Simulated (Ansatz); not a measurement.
**Stress against strain in Pd**

```
CELL_PARAMETERS angstrom
0.00000 1.94490 1.94490
1.94490 0.00000 1.94490
1.94490 1.94490 0.00000
ATOMIC_POSITIONS crystal
Pd 0.00000 0.00000 0.00000
```

The geometry is COD entry 9008478, unchecked; take it as a test cell.

Spin polarisation is left out, and whether a magnetic state lies lower isn't shown here.

All numbers below come from Ansatz 0.2.0, DFT, PBE, all-electron LAPW, scalar-relativistic.

Sampling and basis: a Γ-centred 18×18×18 k mesh, Fermi–Dirac smearing of 0.05 eV, basis error target 0.25 meV/atom, no spin polarisation.

The strain is applied along the Cartesian axes of the cell as listed (the other components stay zero). Fractional coordinates are held (clamped ions).

σ is the change of stress from the unstrained cell, which is at 7.51 GPa; tension is positive, so slopes are stress–strain coefficients at that pressure. In a metal the k mesh adds noise.

Only quantities that a quadratic follows smoothly over the whole series are listed; rougher ones are left out.

| εzz | σzz (GPa) | σxx (GPa) |
| --- | --- | --- |
| -0.0300 | -8.16 | -6.35 |
| -0.0100 | -2.58 | -1.96 |
| 0.0000 | 0.00 | 0.00 |
| 0.0100 | 2.43 | 1.82 |
| 0.0200 | 4.72 | 3.50 |
| 0.0300 | 6.86 | 5.07 |

Fit the series and read off the stiffness at zero strain.

Least-squares fits y = p0 + p1 x + p2 x² to the rows give σzz (GPa): p1 = 250, p2 = -720; σxx (GPa): p1 = 190, p2 = -710. So C11 = 250 GPa and C12 = 190 GPa, which gives B = (C11 + 2 C12)/3 = 210 GPa.

One run, at εzz = -0.0200, is withheld. Predict its row.

The fits give -5.30, -4.09; the run gave -5.30, -4.07.
